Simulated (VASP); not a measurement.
Here is a VASP 6.6.1 calculation.

The input INCAR:

```
SYSTEM = Ga
PREC = Accurate ; ENCUT = 600
EDIFF = 1E-6 ; ISMEAR = -1
SIGMA = 0.05 ; LREAL = .False.
LASPH = .True. ; NELM = 100
ALGO = Fast ; ISIF = 3
LWAVE = .False. ; LCHARG = .False.
GGA = PS ; IBRION = 2
NSW = 40 ; EDIFFG = -0.02
PSTRESS = 100
```

The input KPOINTS:

```
regular mesh
0
Gamma
  13 13 13
  0 0 0
```

POSCAR

```
Ga
1.0
   -1.3843987196      1.3843987196      2.3112238365
    1.3843987196     -1.3843987196      2.3112238365
    1.3843987196      1.3843987196     -2.3112238365
Ga
1
Direct
    0.0000000000      0.0000000000      0.0000000000
```

Potentials or basis: VASP PAW PBE potentials, release 64 (Ga_d).

Launch:

```bash
$ cat potpaw_PBE.64/Ga_d/POTCAR > POTCAR
$ mpirun -np 1 vasp_std > vasp.out
```

(1) What does it give for the relaxed volume?

(2) Estimate the relaxed cell.

(3) What does it give for the band gap on the k mesh?

(4) Predict the space group after relaxing (to 0.05 Å).

Results:

(1) 15.60 Å³/atom.

(2) a = 2.880 Å, b = 2.880 Å, c = 2.880 Å, α = 124.47°, β = 124.47°, γ = 82.43°.

(3) none (metal or under the smearing width).

(4) I4/mmm (No. 139).

Caveat: the cell is relaxed towards a set pressure, so the enthalpy falls and the energy may rise; the PAW data sets were made with another functional, which shifts forces and pressure a little.
